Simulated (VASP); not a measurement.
Input of a VASP 6.6.1 run:

The input INCAR:

```
SYSTEM = Cd
  ALGO = Fast
  EDIFF = 1E-7
  ENCUT = 520
  GGA = PE
  ISIF = 2
  ISMEAR = 0
  LASPH = .TRUE.
  LCHARG = .FALSE.
  LREAL = .FALSE.
  LWAVE = .FALSE.
  NBANDS = 12
  NELM = 100
  PREC = Accurate
  SIGMA = 0.15
```

The input KPOINTS:

```
k-points
0
G
  18 18 18
  0 0 0
```

The input POSCAR:

```
Cd
1.0
    1.6080291515      0.9283960635      2.4492874100
   -1.6080291515      0.9283960635      2.4492874100
    0.0000000000     -1.8567921270      2.4492874100
Cd
1
Direct
    0.0000000000      0.0000000000      0.0000000000
```

Potentials or basis: VASP PAW PBE potentials, release 64 (Cd).

Run with:

```console
$ cat potpaw_PBE.64/Cd/POTCAR > POTCAR
$ mpirun -np 1 vasp_std > vasp.out
```

**Question.** What does it give for the pressure?

**Answer.** 2.3 GPa.

**Question.** What does it give for the band gap on the k mesh?

**Answer.** None (metal or under the smearing width).

Stress tensor (GPa, compression positive):
```
2.26 0.00 0.00
0.00 2.26 0.00
0.00 0.00 2.37
```
